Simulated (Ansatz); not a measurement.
Convergence notes, G0W0 on MoS2 (R3m)

A 3-atom cell of MoS2 started from a crystallographic database, relaxed with r2SCAN+rVV10; one-shot G0W0 in Ansatz without spin-orbit coupling. The values are computed, spin-unpolarised, and not measurements.

```cif
data_structure
_symmetry_space_group_name_H-M 'R3m:H'
_symmetry_Int_Tables_number 160
_cell_length_a 3.1752
_cell_length_b 3.1752
_cell_length_c 18.5818
_cell_angle_alpha 90.000
_cell_angle_beta 90.000
_cell_angle_gamma 120.000
_cell_volume 162.24
loop_
_atom_site_label
_atom_site_type_symbol
_atom_site_symmetry_multiplicity
_atom_site_Wyckoff_symbol
_atom_site_fract_x
_atom_site_fract_y
_atom_site_fract_z
_atom_site_occupancy
Mo1 Mo 3 a 0.66667 0.33333 0.33324 1
S1 S 3 a 0.66667 0.33333 0.08354 1
S2 S 3 a 0.33333 0.66667 0.24955 1
```

Gaps are read over the mesh points alone. G0W0 values are finite-basis, finite-mesh values.

| start | potentials | frequency model | mesh | empty bands | screening cutoff (eV) | Kohn-Sham gap (eV) | G0W0 gap (eV) |
| --- | --- | --- | --- | --- | --- | --- | --- |
| PBE | PAW | contour deformation | 6×6×6 | 122 | 100 | 0.95 | 1.28 |
| PBE | PAW | contour deformation | 6×6×6 | 296 | 180 | 0.95 | 1.32 |
| PBE | PAW | contour deformation | 6×6×6 | 575 | 260 | 0.95 | 1.34 |
| HSE06 | PAW | contour deformation | 6×6×6 | 296 | 180 | 1.43 | 1.54 |
| r2SCAN | PAW | contour deformation | 6×6×6 | 296 | 180 | 1.03 | 1.39 |
| PBE0 | PAW | contour deformation | 6×6×6 | 296 | 180 | 2.08 | 1.67 |
| PBE | PAW | Godby-Needs pole | 6×6×6 | 296 | 180 | 0.95 | 1.33 |

Over the mesh points the PBE gap of 0.95 eV becomes a quasiparticle gap of 1.34 eV (T to k = (0, 1/6, -1/6)), a change of +0.39 eV. Renormalisation factors Z lie between 0.70 and 0.74.

Raising bands and cutoff together moves the gap by +0.04 eV (100 to 180 eV), then +0.02 eV (180 to 260 eV); the last step is small, which bounds nothing strictly. Starting from HSE06 (1.43 eV against PBE's 0.95 eV) gives 1.54 eV, +0.22 eV from G0W0@PBE at the same screening cutoff. Starting from r2SCAN (1.03 eV against PBE's 0.95 eV) gives 1.39 eV, +0.07 eV from G0W0@PBE at the same screening cutoff. Starting from PBE0 (2.08 eV against PBE's 0.95 eV) gives 1.67 eV, +0.35 eV from G0W0@PBE at the same screening cutoff. The Godby-Needs plasmon pole differs from contour deformation by +0.01 eV. r2SCAN runs take a wave cutoff of 500 eV.

Coordinates of k points refer to the reciprocal vectors of the primitive cell of the runs.

The program warns that the k mesh is coarse for exact exchange in some of these runs, so their gaps aren't converged.
